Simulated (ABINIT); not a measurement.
Input of an ABINIT 10.8.3 (patched build) run:

Contents of run.abi:

```
# Datasets: ground state, then fixed potential
ndtset 2

# Pseudopotentials
pp_dirpath "./"
pseudos "Te.GGA_PBE-JTH.xml, Ti.GGA_PBE-JTH.xml"

# Structure
acell 3*1.0 Angstrom
rprim
     3.7770000000     0.0000000000     0.0000000000
    -1.8885000000     3.2709779501     0.0000000000
     0.0000000000     0.0000000000     6.4980000000
ntypat 2
znucl 52 22
natom 3
typat 1 1 2
xcart
    -0.0000000002     2.1806519668     4.7903256000
     1.8885000002     1.0903259833     1.7076744000
     0.0000000000     0.0000000000     0.0000000000 Angstrom

# Plane-wave basis
ecut 15.0
pawecutdg 30.0

# Exchange and correlation
ixc -106132

# Bands and occupations
occopt 3
tsmear 0.05 eV

# SCF cycle
nstep 100

# Output
iomode 3
prtwf 0
prteig 0
prtebands 0
prtden1 1

# Dataset 1
kptopt1 1
ngkpt1 8 8 4
nshiftk1 1
shiftk1 0.0 0.0 0.0
nband1 16
tolvrs1 1.0e-9

# Dataset 2: bands along G-M-K-G-A-L-H-A
iscf2 -2
getden2 1
nband2 22
nbdbuf2 4
tolwfr2 1.0e-11
kptopt2 -7
ndivsm2 5
prteig2 1
kptbounds2
     0.0000000000     0.0000000000     0.0000000000
     0.5000000000     0.0000000000     0.0000000000
     0.3333333333     0.3333333333     0.0000000000
     0.0000000000     0.0000000000     0.0000000000
     0.0000000000     0.0000000000     0.5000000000
     0.5000000000     0.0000000000     0.5000000000
     0.3333333333     0.3333333333     0.5000000000
     0.0000000000     0.0000000000     0.5000000000
```

Potentials or basis: JTH PAW PBE v2.0.

Run with:

```bash
$ abinit run.abi > log 2>&1
```

(1) Predict the band gap on the k mesh.

(2) What does it give for the pressure?

Answers

(1) none (metal or under the smearing width).

(2) 1.7 GPa.

Caveat: the PAW data sets were made with another functional, which shifts forces and pressure a little; spin-orbit coupling is left out, which moves the levels of the heavy elements.
